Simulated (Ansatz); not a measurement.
# How settings move the G0W0 gap of Si (diamond)

Si (diamond), relaxed with r2SCAN; one-shot G0W0 in Ansatz without spin-orbit coupling. The values are computed, spin-unpolarised, and not measurements.

```cif
data_structure
_symmetry_space_group_name_H-M 'P 1'
_symmetry_Int_Tables_number 1
_cell_length_a 3.8497
_cell_length_b 3.8497
_cell_length_c 3.8497
_cell_angle_alpha 60.000
_cell_angle_beta 60.000
_cell_angle_gamma 60.000
_cell_volume 40.34
loop_
_atom_site_label
_atom_site_type_symbol
_atom_site_fract_x
_atom_site_fract_y
_atom_site_fract_z
_atom_site_occupancy
Si1 Si 0.00000 0.00000 0.00000 1
Si2 Si 0.25000 0.25000 0.25000 1
```

Gaps are read over the mesh points alone. G0W0 values are finite-basis, finite-mesh values.
```
 start       potentials      frequency model   mesh  empty bands  screening cutoff (eV)  Kohn-Sham gap (eV)  G0W0 gap (eV)        rough cost
   PBE              PAW  contour deformation  4×4×4           65                     80                0.71           1.07  2.6 core-seconds
   PBE              PAW  contour deformation  4×4×4          151                    140                0.71           1.17    8 core-seconds
   PBE              PAW  contour deformation  4×4×4          278                    210                0.71           1.21   40 core-seconds
 HSE06              PAW  contour deformation  4×4×4          151                    140                1.33           1.43   40 core-seconds
   LDA              PAW  contour deformation  4×4×4          151                    140                0.59           1.12   11 core-seconds
r2SCAN              PAW  contour deformation  4×4×4          151                    140                0.90           1.29   12 core-seconds
   PBE              PAW     Godby-Needs pole  4×4×4          151                    140                0.71           1.14    9 core-seconds
   PBE              PAW  contour deformation  6×6×6           65                     80                0.72           1.09   13 core-seconds
   PBE  norm-conserving  contour deformation  4×4×4          151                    140                0.71           1.17   10 core-seconds
```

G0W0 moves the gap on the mesh from 0.71 eV (PBE) to 1.21 eV (Γ to X). Renormalisation factors Z lie between 0.73 and 0.78.

Raising bands and cutoff together moves the gap by +0.10 eV (80 to 140 eV), then +0.04 eV (140 to 210 eV); the last step is still large, so the basis limit isn't reached. Starting from HSE06 (1.33 eV against PBE's 0.71 eV) gives 1.43 eV, +0.26 eV from G0W0@PBE at the same screening cutoff. Starting from LDA (0.59 eV against PBE's 0.71 eV) gives 1.12 eV, -0.05 eV from G0W0@PBE at the same screening cutoff. Starting from r2SCAN (0.90 eV against PBE's 0.71 eV) gives 1.29 eV, +0.12 eV from G0W0@PBE at the same screening cutoff. The Godby-Needs plasmon pole differs from contour deformation by -0.03 eV. A 6×6×6 mesh in place of 4×4×4 changes the opening over PBE by +0.01 eV (the gap on the mesh by +0.02 eV). Norm-conserving potentials (wave cutoff 490 eV against 420 eV) shift the quasiparticle gap by 0.00 eV and the PBE gap by 0.00 eV. On these meshes the dielectric constant comes out too large, which adds an error that these runs don't bound. r2SCAN runs take a wave cutoff of 500 eV.
